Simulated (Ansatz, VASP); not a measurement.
**One calculation of BaTe, two programs**

Contents of INCAR:

```
PREC = Accurate ; ENCUT = 520
EDIFF = 1E-6 ; ISMEAR = 0
SIGMA = 0.05 ; LREAL = False
LASPH = True ; NELM = 100
ALGO = Normal ; ISIF = 2
LWAVE = False ; LCHARG = True
GGA = PE ; LELF = True
LVHAR = True ; NBANDS = 15
```

KPOINTS

```
Automatic mesh
0
Gamma
  8 8 8
```

File POSCAR:

```
BaTe
1.0
    0.0000000000      3.5998251246      3.0598513559
    3.5998251246      0.0000000000      3.0598513559
    3.5998251246      3.5998251246      0.0000000000
Ba Te
1 1
Direct
    0.0000000000      0.0000000000      0.0000000000
    0.5000000000      0.5000000000      0.5000000000
```

Input for Ansatz:

```yaml
crystal:
  lattice:
    - [0.0, 3.5998251246, 3.0598513559]
    - [3.5998251246, 0.0, 3.0598513559]
    - [3.5998251246, 3.5998251246, 0.0]
  atoms:
    - { symbol: Ba, position: [0.0, 0.0, 0.0] }
    - { symbol: Te, position: [0.5, 0.5, 0.5] }
basis:
  ecutwfc: 420
kpoints:
  mp_grid: { grid: [8, 8, 8] }
hamiltonian:
  xc: pbe
scf:
  occupations: { method: gaussian, width: 0.05 }
output:
  forces: true
  stress: true
  eigenvalues: true
```

Alike in both runs: task single point; functional PBE; k mesh 8 × 8 × 8; occupations gaussian, width 0.05 eV; no spin polarisation.

```csv
,VASP,Ansatz
version,VASP 6.6.1,Ansatz 0.2.0
potentials or method,"VASP PAW PBE potentials, release 64 (Ba_sv, Te)","scalar-relativistic, plane waves, PAW"
plane-wave cutoff (eV),520,420
valence electrons in the cell,16,26
```

|  | VASP | Ansatz | Ansatz less VASP |
| --- | --- | --- | --- |
| gap on the k mesh at the Fermi level (eV) | 0.64 | 0.78 | +0.148 |
| least direct gap on the mesh (eV) | 1.07 | 1.17 | +0.090 |
| pressure (GPa) | 7.6 | 7.1 | -0.52 |
| largest component of the traceless stress (GPa) | 15.11 | 14.42 | -0.688 |

The two sets of potentials don't hold the same shells in valence.

Caveats: spin-orbit coupling is left out, which moves the levels of the heavy elements. A k mesh can miss the band edges.
